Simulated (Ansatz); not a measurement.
# SnTe: a single-point run

Aim: a sound single-point run of SnTe. The structure is shown as the input types it. The cell is built on a prototype (CsCl type) and needn't be the phase found in nature.

Method: density functional or hybrid calculation with the settings of its input, plane waves (as first typed), in Ansatz 0.2.0.

6 further runs of the same task are left out: 1 for a known fault of the program, 5 that didn't finish.

## Step 1: The structure to begin with

The structure is cubic, space group Pm-3m (No. 221). The conventional cell has a = 3.892 Å, b = 3.892 Å, c = 3.892 Å, α = 90.00°, β = 90.00°, γ = 90.00°. Sn (site symmetry m-3m) has 8 Te at 3.37 Å as nearest neighbours. Te (site symmetry m-3m) has 8 Sn at 3.37 Å as nearest neighbours.

Coordinates:

```cif
data_structure
_symmetry_space_group_name_H-M 'P 1'
_symmetry_Int_Tables_number 1
_cell_length_a 3.8918
_cell_length_b 3.8918
_cell_length_c 3.8918
_cell_angle_alpha 90.000
_cell_angle_beta 90.000
_cell_angle_gamma 90.000
_cell_volume 58.95
loop_
_atom_site_label
_atom_site_type_symbol
_atom_site_fract_x
_atom_site_fract_y
_atom_site_fract_z
_atom_site_occupancy
Sn1 Sn 0.00000 0.00000 0.00000 1
Te1 Te 0.50000 0.50000 0.50000 1
```

## Step 2: The run

Contents of input.yaml:

```yaml
crystal:
  lattice:
    - [3.8918236295, 0.0, 0.0]
    - [0.0, 3.8918236295, 0.0]
    - [0.0, 0.0, 3.8918236295]
  atoms:
    - { symbol: Sn, position: [0.0, 0.0, 0.0] }
    - { symbol: Te, position: [0.5, 0.5, 0.5] }
kpoints:
  mp_grid: { grid: [4, 4, 4] }
hamiltonian:
  xc: pbe
scf:
  occupations: { method: fermi_dirac, width: 0.02 }
  n_extra_bands: 4
  max_iter: 55
output:
  forces: true
  stress: true
  eigenvalues: true
basis:
  ecutrho_ratio: 1
```

The run is started by

```console
ansatz run input.yaml --threads 4 --pin off --max-ram 3686MiB --backend cpu --events-out ev --progress --plain --runs-dir out
```

What happens when this is run?

The run converged and reported no error, with warnings (cutoff below recommended). Its log warns: «basis.ecutrho_ratio = 1 (ecutrho = 420 eV) is below the records' recommended 1680 eV»

Look at the input: basis.ecutrho_ratio is 1. The density cutoff must be at least four times the energy cutoff of the waves.

The test: delete basis.ecutrho_ratio (the default then holds).
